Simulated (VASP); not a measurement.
# Te2Mo (P6_3/mmc) in VASP: a series of runs

Runs on Te2Mo. Level: r2SCAN. Tasks: relaxation of cell and atoms.

Program: VASP 6.6.1. These are calculated values, not measurements. Logs are shortened: lines on timing, memory, paths and dates and some standing lists are left out, and cuts for length are marked.

### 1 The structure

The structure is hexagonal, space group P6_3/mmc (No. 194). The conventional cell has a = 3.518 Å, b = 3.518 Å, c = 13.974 Å, α = 90.00°, β = 90.00°, γ = 120.00°. Around Te (site symmetry 3m) lie 3 Mo at 2.72 Å. Mo (site symmetry -6m2) has 6 Te at 2.72 Å as nearest neighbours.

### 2 Relaxation of cell and atoms, r2SCAN

INCAR

```
PREC = Accurate
ENCUT = 600
EDIFF = 1E-6
ISMEAR = 0
SIGMA = 0.03
LREAL = F
LASPH = T
NELM = 80
ALGO = Normal
ISIF = 3
LWAVE = F
LCHARG = F
METAGGA = R2SCAN
LMIXTAU = T
IBRION = 2
NSW = 90
EDIFFG = -0.01
KPAR = 2
```

KPOINTS

```
Automatic mesh
0
Gamma
  9 9 2
```

POSCAR

```
Te2Mo
1.0
    3.5182000000      0.0000000000      0.0000000000
   -1.7591000000      3.0468505756      0.0000000000
    0.0000000000      0.0000000000     13.9736000000
Te Mo
4 2
Direct
    0.3333333333      0.6666666667      0.6210000000
    0.6666666667      0.3333333333      0.1210000000
    0.3333333333      0.6666666667      0.8790000000
    0.6666666667      0.3333333333      0.3790000000
    0.3333333333      0.6666666667      0.2500000000
    0.6666666667      0.3333333333      0.7500000000
```

Potentials or basis: VASP PAW PBE potentials, release 64 (Te, Mo_sv).

Launch:

```bash
$ cat potpaw_PBE.64/Te/POTCAR potpaw_PBE.64/Mo_sv/POTCAR > POTCAR
$ mpirun -np 2 vasp_std > vasp.out
```

OUTCAR:

```text
PREC = Accurate
   ENCUT = 600
   EDIFF = 1E-6
   ISMEAR = 0
   LREAL = F
   LASPH = T
   NELM = 80
   ISIF = 3
   METAGGA = R2SCAN
   IBRION = 2
   NSW = 90
   EDIFFG = -0.01

 ion  position               nearest neighbor table
   1  0.333  0.667  0.621-   6 2.72   6 2.72   6 2.72   3 3.61
   2  0.667  0.333  0.121-   5 2.72   5 2.72   5 2.72   4 3.61
   3  0.333  0.667  0.879-   6 2.72   6 2.72   6 2.72   1 3.61
   4  0.667  0.333  0.379-   5 2.72   5 2.72   5 2.72   2 3.61
   5  0.333  0.667  0.250-   2 2.72   4 2.72   2 2.72   4 2.72   2 2.72   4 2.72
   6  0.667  0.333  0.750-   1 2.72   3 2.72   1 2.72   3 2.72   1 2.72   3 2.72

  LATTYP: Found a hexagonal cell.
 ALAT       =     3.5182000000
 C/A-ratio  =     3.9718037633

  Lattice vectors:

 A1 = (   3.5182000000,   0.0000000000,   0.0000000000)
 A2 = (  -1.7591000000,   3.0468505756,   0.0000000000)
 A3 = (   0.0000000000,   0.0000000000,  13.9736000000)

Analysis of symmetry for initial positions (statically):
=====================================================================
 Subroutine PRICEL returns:
 Original cell was already a primitive cell.

 Routine SETGRP: Setting up the symmetry group for a
 hexagonal supercell.

 Subroutine GETGRP returns: Found 24 space group operations
 (whereof 12 operations were pure point group operations)
 out of a pool of 24 trial point group operations.

The static configuration has the point symmetry D_3d.
 The point group associated with its full space group is D_6h.

Analysis of symmetry for dynamics (positions and initial velocities):
=====================================================================
 Subroutine PRICEL returns:
 Original cell was already a primitive cell.

 Routine SETGRP: Setting up the symmetry group for a
 hexagonal supercell.

 Subroutine GETGRP returns: Found 24 space group operations
 (whereof 12 operations were pure point group operations)
 out of a pool of 24 trial point group operations.

The dynamic configuration has the point symmetry D_3d.
 The point group associated with its full space group is D_6h.

 Subroutine INISYM returns: Found 24 space group operations
 (whereof 12 operations are pure point group operations),
 and found     1 'primitive' translations

----------------------------------------------------------------------------------------

                                     Primitive cell

  volume of cell :     149.7890

[... 98 lines left out ...]
   NSW    =     90    number of steps for IOM
   IBRION =      2    ionic relax: 0-MD 1-quasi-New 2-CG
   NFREE  =      1    steps in history (QN), initial steepest desc. (CG)
   ISIF   =      3    stress and relaxation
   ISYM   =      2    0-nonsym 1-usesym 2-fastsym
   POTIM  = 0.5000    time-step for ionic-motion
   TEBEG  =    0.0;   TEEND  =   0.0 temperature during run
   PSTRESS=    0.0 pullay stress
   NELECT =      52.0000    total number of electrons
   NUPDOWN=      -1.0000    fix difference up-down
   EMIN   =  10.00;   EMAX   =-10.00  energy-range for DOS
   EFERMI =   0.00;   METHOD = LEGACY
   ISMEAR =     0;   SIGMA  =   0.03  broadening in eV -4-tet -1-fermi 0-gaus
   EFERMI_NEDOS =   21; number of points for ismear=-14 and -15
   IALGO  =     38    algorithm
   IMIX   =      4    mixing-type and parameters
     AMIX     =   0.40;   BMIX     =  1.00
     AMIX_MAG =   1.60;   BMIX_MAG =  1.00
  volume/ion in A,a.u.               =      24.96       168.47
  Fermi-wavevector in a.u.,A,eV,Ry     =   1.150578  2.174277 18.011787  1.323829
  Thomas-Fermi vector in A             =   2.287241
   LORBIT       =      0    0 simple, 1 ext, 2 COOP (PROOUT), +10 PAW based schemes
   METAGGA = R2SCAN    functional components
   LHFCALC =     F    Hartree Fock is set to
   AEXX    =    0.0000 exact exchange contribution
   IVDW    =     0    specifies the selected vdW correction
   LEPSILON=     F    determine dielectric tensor
   LRPA    =     F    only Hartree local field effects (RPA)
 conjugate gradient relaxation of ions
 non-spin polarized calculation
 Gauss-broadening in eV      SIGMA  =   0.03
  energy-cutoff  :      600.00
  volume of cell :      149.79
 maximum number of plane-waves:      5038
   NGX = 15   NGY = 15   NGZ = 55

--------------------------------------- Ionic step        1  -------------------------------------------

 number of electron      52.0000001 magnetization

 Free energy of the ion-electron system (eV)
  ---------------------------------------------------
  ext. energy  EPLUGINS =         0.00000000
  ---------------------------------------------------
  free energy    TOTEN  =      -155.58472423 eV

  energy without entropy =     -155.58472423  energy(sigma->0) =     -155.58472423

------------------------ aborting loop because EDIFF is reached ----------------------------------------

  FORCE on cell =-STRESS in cart. coord.  units (eV):
  Direction    XX          YY          ZZ          XY          YZ          ZX
  --------------------------------------------------------------------------------------
  -------------------------------------------------------------------------------------
  Total        2.3784615      2.3784615      1.8084476     -0.0000000      0.0000000      0.0000000
  in kB       25.4405631     25.4405631     19.3435652     -0.0000000      0.0000000      0.0000000
  external PRESSURE =      23.4082305 kB  Pullay stress =       0.0000000 kB
[... 101 lines left out ...]
  FREE ENERGIE OF THE ION-ELECTRON SYSTEM (eV)
  ---------------------------------------------------
  free  energy   TOTEN  =      -155.6120738584 eV

  energy  without entropy=     -155.6120738584  energy(sigma->0) =     -155.61207386

[... ionic steps 4 to 10 ...]

--------------------------------------- Ionic step       11  -------------------------------------------

 number of electron      52.0000003 magnetization

------------------------ aborting loop because EDIFF is reached ----------------------------------------
[... 75 lines left out ...]
--------------------------------------- Ionic step       13  -------------------------------------------

 number of electron      52.0000002 magnetization

 Free energy of the ion-electron system (eV)
  ---------------------------------------------------
  ext. energy  EPLUGINS =         0.00000000
  ---------------------------------------------------
  free energy    TOTEN  =      -155.66293289 eV

  energy without entropy =     -155.66293289  energy(sigma->0) =     -155.66293289

 E-fermi :   7.1763     XC(G=0): -10.5171

 val. band max:        6.9507925430   @ k =   0.0000   0.0000   0.0000
 cond. band min:       8.0096203879   @ k =   0.3333   0.3333   0.0000
 fundamental gap:      1.0588278448
 Fermi energy:         7.1763080855

 k-point     1 :       0.0000    0.0000    0.0000
  band No.  band energies     occupation
      1     -55.7496      2.00000
      2     -55.7496      2.00000
      3     -29.1678      2.00000
      4     -29.1678      2.00000
      5     -29.0799      2.00000
      6     -29.0799      2.00000
[... 838 lines left out ...]
  FREE ENERGIE OF THE ION-ELECTRON SYSTEM (eV)
  ---------------------------------------------------
  free  energy   TOTEN  =      -155.6629328873 eV

  energy  without entropy=     -155.6629328873  energy(sigma->0) =     -155.66293289

 reached required accuracy - stopping structural energy minimisation
```

CONTCAR:

```text
Te2Mo
   1.00000000000000
     3.5635742891283102    0.0000000000000000   -0.0000000000000000
    -1.7817871445641551    3.0861458626639857    0.0000000000000000
    -0.0000000000000000    0.0000000000000000   14.7426627781250978
  Te              Mo
     4     2
Direct
     0.3333333332999970    0.6666666667000030    0.6285072937885837
     0.6666666667000030    0.3333333332999970    0.1285072937885836
     0.3333333332999970    0.6666666667000030    0.8714927062114163
     0.6666666667000030    0.3333333332999970    0.3714927062114164
     0.3333333332999970    0.6666666667000030    0.2500000000000000
     0.6666666667000030    0.3333333332999970    0.7500000000000000

  0.00000000E+00  0.00000000E+00  0.00000000E+00
  0.00000000E+00  0.00000000E+00  0.00000000E+00
  0.00000000E+00  0.00000000E+00  0.00000000E+00
  0.00000000E+00  0.00000000E+00  0.00000000E+00
  0.00000000E+00  0.00000000E+00  0.00000000E+00
  0.00000000E+00  0.00000000E+00  0.00000000E+00
```

Wall time 23 min (2 MPI ranks of Intel Xeon 6975P-C (Granite Rapids), shared host); peak memory 0.41 GiB.

What came out:

- Free energy: -155.6629 eV
- Relaxed volume: 27.02 Å³/atom
- Relaxed cell: a = 3.564 Å, b = 3.564 Å, c = 14.743 Å, α = 90.00°, β = 90.00°, γ = 120.00°
- Space group after relaxing (to 0.05 Å): P6_3/mmc (No. 194)
- Energy gained by relaxing: 13.0 meV/atom
- Ionic steps: 13
- Pressure after relaxing: 0.0 GPa
- Largest force after relaxing: 0.004 eV/Å
- Band gap on the k mesh: 1.06 eV, indirect (least direct gap 1.07 eV)

Forces on the atoms (eV/Å):
```
Te   0.000  0.000 -0.004
Te   0.000  0.000 -0.004
Te   0.000  0.000  0.004
Te   0.000  0.000  0.004
Mo   0.000  0.000  0.000
Mo   0.000  0.000  0.000
```

The path:
| step | energy change (eV) | largest force (eV/Å) | pressure (GPa) | volume (Å³) |
| --- | --- | --- | --- | --- |
| 1 | 0.0000 | 0.0531 | 2.34 | 149.79 |
| 2 | 0.0049 | 0.6519 | -2.55 | 157.84 |
| 3 | -0.0273 | 0.3495 | -0.14 | 153.57 |
| 4 | -0.0436 | 0.1673 | 0.00 | 154.90 |
| 5 | -0.0453 | 0.0914 | 0.07 | 155.45 |
| 6 | -0.0542 | 0.0753 | 0.06 | 156.19 |
| 7 | -0.0714 | 0.0288 | 0.12 | 158.37 |
| 8 | -0.0751 | 0.0629 | 0.50 | 162.65 |
| 9 | -0.0773 | 0.0403 | 0.38 | 161.27 |
| 10 | -0.0601 | 0.2910 | -1.71 | 165.69 |
| 11 | -0.0780 | 0.0153 | 0.02 | 161.99 |
| 12 | -0.0781 | 0.0202 | -0.02 | 162.26 |
| 13 | -0.0782 | 0.0042 | 0.01 | 162.14 |

Final structure:
```
Te Mo
1.0
     3.56357    0.00000    0.00000
    -1.78179    3.08615    0.00000
     0.00000    0.00000   14.74266
Te Mo
4 2
Direct
  0.33333 0.66667 0.62851
  0.66667 0.33333 0.12851
  0.33333 0.66667 0.87149
  0.66667 0.33333 0.37149
  0.33333 0.66667 0.25000
  0.66667 0.33333 0.75000
```

Levels at points of the mesh, in eV from the valence-band top:
```tsv
k point	band 23	band 24	band 25	band 26	band 27	band 28	band 29	band 30
(0.00, 0.00, 0.00)	-1.07	-0.78	-0.72	0.00	3.06	3.06	3.12	3.12
(0.00, 0.00, 0.50)	-1.07	-1.07	-0.15	-0.15	3.08	3.08	3.08	3.08
```

Caveat: the PAW data sets were made with another functional, which shifts forces and pressure a little; spin-orbit coupling is left out, which moves the levels of the heavy elements; an odd mesh through Γ misses points on the zone boundary, where band edges often lie. Zero-point motion and thermal expansion aren't in these numbers.

### 3 Relaxation of cell and atoms, r2SCAN

This run uses another cell than the first one, of 27.02 Å³/atom, 1.082 times its volume.

INCAR, as its differences from that of step 2:

```diff
@@ -2,3 +2,3 @@
 ENCUT = 600
-EDIFF = 1E-6
+EDIFF = 1E-7
 ISMEAR = 0
@@ -16,3 +16,3 @@
 NSW = 90
-EDIFFG = -0.01
+EDIFFG = -0.005
 KPAR = 2
```

KPOINTS is that of step 2.

POSCAR

```
Te2Mo                                   
1.0
    3.5635742891      0.0000000000     -0.0000000000
   -1.7817871446      3.0861458627      0.0000000000
   -0.0000000000      0.0000000000     14.7426627781
  Te              Mo            
     4     2
Direct
     0.3333333332999970    0.6666666667000030    0.6285072937885837
     0.6666666667000030    0.3333333332999970    0.1285072937885836
     0.3333333332999970    0.6666666667000030    0.8714927062114163
     0.6666666667000030    0.3333333332999970    0.3714927062114164
     0.3333333332999970    0.6666666667000030    0.2500000000000000
     0.6666666667000030    0.3333333332999970    0.7500000000000000
```

Potentials or basis: VASP PAW PBE potentials, release 64 (Te, Mo_sv).

Launch:

```bash
$ cat potpaw_PBE.64/Te/POTCAR potpaw_PBE.64/Mo_sv/POTCAR > POTCAR
$ mpirun -np 2 vasp_std > vasp.out
```

Wall time 5 min (2 MPI ranks of Intel Xeon 6975P-C (Granite Rapids), shared host); peak memory 0.41 GiB.

The run converged. Its results:

* Free energy: -155.6652 eV
* Pressure after relaxing: 0.0 GPa
* Largest force after relaxing: 0.004 eV/Å
* Band gap on the k mesh: 1.06 eV, indirect (least direct gap 1.07 eV)

Forces on the atoms (eV/Å):
```
Te   0.000  0.000 -0.004
Te   0.000  0.000 -0.004
Te   0.000  0.000  0.004
Te   0.000  0.000  0.004
Mo   0.000  0.000  0.000
Mo   0.000  0.000  0.000
```

Final structure:
```
CELL_PARAMETERS angstrom
3.56357 0.00000 0.00000
-1.78179 3.08615 0.00000
0.00000 0.00000 14.74266
ATOMIC_POSITIONS crystal
Te 0.33333 0.66667 0.62851
Te 0.66667 0.33333 0.12851
Te 0.33333 0.66667 0.87149
Te 0.66667 0.33333 0.37149
Mo 0.33333 0.66667 0.25000
Mo 0.66667 0.33333 0.75000
```

Levels at points of the mesh, in eV from the valence-band top:
```csv
k point,band 22,band 23,band 24,band 25,band 26,band 27,band 28,band 29,band 30,band 31
"(0.00, 0.00, 0.00)",-1.07,-1.07,-0.78,-0.72,0.00,3.06,3.06,3.12,3.12,3.34
"(0.00, 0.00, 0.50)",-1.07,-1.07,-1.07,-0.15,-0.15,3.08,3.08,3.08,3.08,3.40
```

Caveat: the relaxation stopped at its first step, so nothing moved; the PAW data sets were made with another functional, which shifts forces and pressure a little; spin-orbit coupling is left out, which moves the levels of the heavy elements; an odd mesh through Γ misses points on the zone boundary, where band edges often lie.
